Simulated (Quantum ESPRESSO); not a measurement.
CaO:

```xyz
2
Lattice="0.0000 2.4036 2.4036 2.4036 0.0000 2.4036 2.4036 2.4036 0.0000" Properties=species:S:1:pos:R:3 pbc="T T T"
Ca    0.0000    0.0000    0.0000
O     2.4036    2.4036    2.4036
```

The cell is a database's computed one.

| Item | Value |
| --- | --- |
| Program | Quantum ESPRESSO 7.5 |
| Task | phonons and Raman activities |
| Functional | PBEsol |
| Potentials or basis | GBRV 1.5 PBEsol |
| Cutoff | 612 eV |
| Density cutoff | 4898 eV |
| k mesh | 6 × 6 × 6, shifted |
| Occupations | fermi-dirac, width 0.05 eV |
| Spin | no spin polarisation |
| Mixing beta | 0.5 |
| Most SCF iterations | 120 |
| SCF threshold | 4e-10 Ry |

The cell and the atoms were relaxed first, to 13.54 Å³/atom (a = 3.371 Å, b = 3.371 Å, c = 3.371 Å, α = 60.00°, β = 60.00°, γ = 60.00°), and the response was taken there.

The first run showed a gap, so the response started from a second, tighter run with fixed occupations.

The run gives a transverse optical frequency of 274 cm⁻¹, an electronic dielectric constant of 3.85 and Born charges of ±2.36 e.

**Question.** What are the longitudinal frequency and the static dielectric constant?

**Answer.** The longitudinal mode lies at 553 cm⁻¹, 279 cm⁻¹ over the transverse one, and the static constant is 15.63. The two agree with the Lyddane-Sachs-Teller relation: (553/274)² = 4.07 and 15.63/3.85 = 4.06.
